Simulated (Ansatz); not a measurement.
# Rh: straining the crystal, uniaxial strain along c

An exercise on one series of results from a longer session: the logs are not shown, and one member is left open.

This is Rh in the hcp structure; at room conditions it is fcc.

Method: DFT r2SCAN, scalar-relativistic, plane waves, PAW, in Ansatz 0.2.0.

### The structure to begin with

It takes space group P6_3/mmc (No. 194, hexagonal). The conventional cell has a = 2.704 Å, b = 2.704 Å, c = 4.349 Å, α = 90.00°, β = 90.00°, γ = 120.00°. Rh (site symmetry -6m2) is surrounded by 12 Rh at 2.68 to 2.70 Å.

As a file:

```cif
data_structure
_symmetry_space_group_name_H-M 'P 1'
_symmetry_Int_Tables_number 1
_cell_length_a 2.7036
_cell_length_b 2.7036
_cell_length_c 4.3486
_cell_angle_alpha 90.000
_cell_angle_beta 90.000
_cell_angle_gamma 120.000
_cell_volume 27.53
loop_
_atom_site_label
_atom_site_type_symbol
_atom_site_fract_x
_atom_site_fract_y
_atom_site_fract_z
_atom_site_occupancy
Rh1 Rh 0.66667 0.33333 0.75000 1
Rh2 Rh 0.33333 0.66667 0.25000 1
```

It goes back to an entry of the Materials Project, which need not be the stable form.

This cell was relaxed beforehand with the same method: volume 13.76 Å³/atom, gap on the mesh none (metal).

The unstrained cell comes from an earlier run at this level (2 atoms, E(σ→0) -12830.4545 eV, gap none (metal)).

The first run:

The input, input.yaml:

```yaml
crystal:
  lattice:
    - [2.7171613986, 0.0, 0.0]
    - [-1.3585806993, 2.3531307973, 0.0]
    - [0.0, 0.0, 4.2616448766]
  atoms:
    - { symbol: Rh, position: [0.6666666667, 0.3333333333, 0.75] }
    - { symbol: Rh, position: [0.3333333333, 0.6666666667, 0.25] }
basis:
  ecutwfc: 500
kpoints:
  mp_grid: { grid: [24, 24, 12] }
hamiltonian:
  xc: r2scan
scf:
  occupations: { method: gaussian, width: 0.1 }
output:
  forces: true
  stress: true
  eigenvalues: true
relax:
  adjacent_minimum: "off"
  f_tol: 0.008
  max_steps: 40
  cell: { stress_tol: 0.015, fix: [c, angles] }
```

Launch:

```console
> ansatz run input.yaml --threads 1 --pin off --max-ram 2560MiB --backend cpu --events-out ev --progress --plain --runs-dir out
```

Among the steps run: The cell strained by -2.0 %; The cell strained by +2.0 %; The cell strained by -4.0 %; At +4.0 %; The cell strained by -6.0 %; At +6.0 %.

One of the session's tables, all rows but one given; the rest of the session is left out.

Lengths are those of the vectors of the cell that was run; stresses in GPa:

```
strain (%)  ΔE (meV/atom)  a (Å)  b (Å)  c (Å)
      -6.0           63.6  2.766  2.766  4.088
      -4.0           28.9  2.741  2.741  4.175
      -2.0            7.8  2.720  2.720  4.262
      +0.0            0.0  2.704  2.704  4.349
      +2.0              ?      ?      ?      ?
      +4.0           19.9  2.673  2.673  4.523
      +6.0           44.4  2.661  2.661  4.610
```

Estimate the missing values for strain (%) = +2.0.

Worked estimate for «ΔE (meV/atom)». A straight line through the neighbours (0.0, 0.0) and (4.0, 19.9) gives 0.0 + (19.9 − 0.0) × (2.0 − 0.0) / (4.0 − 0.0) = 9.9; a parabola fitted to 4 rows on both sides gives 4.6.

The run gave: ΔE (meV/atom): 4.7; a (Å): 2.687; b (Å): 2.687; c (Å): 4.436. In «ΔE (meV/atom)» the line misses by +5.2 and the parabola by -0.1.

ΔE is over the unstrained cell. Stress in GPa, positive in compression, on the Cartesian axes of the input. 

Caveats from the session: Warnings in the runs' records: symmetry narrowed by cell relaxation.
